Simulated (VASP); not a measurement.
Input of a VASP 6.6.1 run:

File INCAR:

```
SYSTEM = Rb
  PREC = Accurate
  ENCUT = 600
  EDIFF = 1E-6
  ISMEAR = 0
  SIGMA = 0.05
  LREAL = .False.
  LASPH = .True.
  NELM = 100
  ALGO = Fast
  ISIF = 3
  LWAVE = .False.
  LCHARG = .False.
  GGA = PE
  IBRION = 2
  NSW = 80
  EDIFFG = -0.03
```

File KPOINTS:

```
regular mesh
0
Gamma
  6 6 4
  0 0 0
```

Contents of POSCAR:

```
Rb
1.0
    4.9797773258      0.0000000000      0.0000000000
   -2.4898886629      4.3126136693      0.0000000000
    0.0000000000      0.0000000000      8.1336362988
Rb
2
Direct
    0.3333333333      0.6666666667      0.7500000000
    0.6666666667      0.3333333333      0.2500000000
```

Potentials or basis: VASP PAW PBE potentials, release 64 (Rb_sv).

Run with:

```console
$ cat potpaw_PBE.64/Rb_sv/POTCAR > POTCAR
$ mpirun -np 1 vasp_std > vasp.out
```

(1) What does it give for the space group after relaxing (to 0.05 Å)?

(2) Estimate the relaxed cell.

(3) Predict the relaxed volume.

## Answers

(1) P6_3/mmc (No. 194).

(2) a = 5.091 Å, b = 5.091 Å, c = 8.142 Å, α = 90.00°, β = 90.00°, γ = 120.00°.

(3) 91.36 Å³/atom.
